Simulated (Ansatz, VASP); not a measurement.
# CdSe in VASP and in Ansatz

```xyz
2
Lattice="0.0000 3.0497 3.0497 3.0497 0.0000 3.0497 3.0497 3.0497 0.0000" Properties=species:S:1:pos:R:3 pbc="T T T"
Cd    0.0000    0.0000    0.0000
Se    1.5248    1.5248    1.5248
```

Measurements of this composition are mostly on another form, of space group No. 186.

Alike in both runs: task single point; functional BLYP; dispersion D4; k mesh 8 × 8 × 8; occupations fermi-dirac, width 0.05 eV; no spin polarisation.

|  | VASP | Ansatz |
| --- | --- | --- |
| version | VASP 6.6.1 | Ansatz 0.2.0 |
| potentials or method | VASP PAW PBE potentials, release 64 (Cd, Se) | Ansatz PAW |
| plane-wave cutoff (eV) | 520 | 420 |
| valence electrons in the cell | 18 | 36 |

VASP gave:

| Property | Result |
| --- | --- |
| gap on the k mesh at the Fermi level (eV) | 0.55 |
| least direct gap on the mesh (eV) | 0.55 |
| pressure (GPa) | 1.6 |
| dispersion energy (meV/atom) | -600.4 |

**Question.** Estimate Ansatz's values.

**Answer.** gap on the k mesh at the Fermi level (eV): 0.52; least direct gap on the mesh (eV): 0.52; pressure (GPa): 1.2; dispersion energy (meV/atom): -600.6.

The two sets of potentials don't hold the same shells in valence.

Caveats: the PAW data sets were made with another functional, which shifts forces and pressure a little (VASP); the PAW data sets come from PBE, with cores solved anew for the run's functional, which leaves a small shift of forces and pressure (Ansatz). A hybrid or GW would open this gap; BLYP tends to underestimate it.
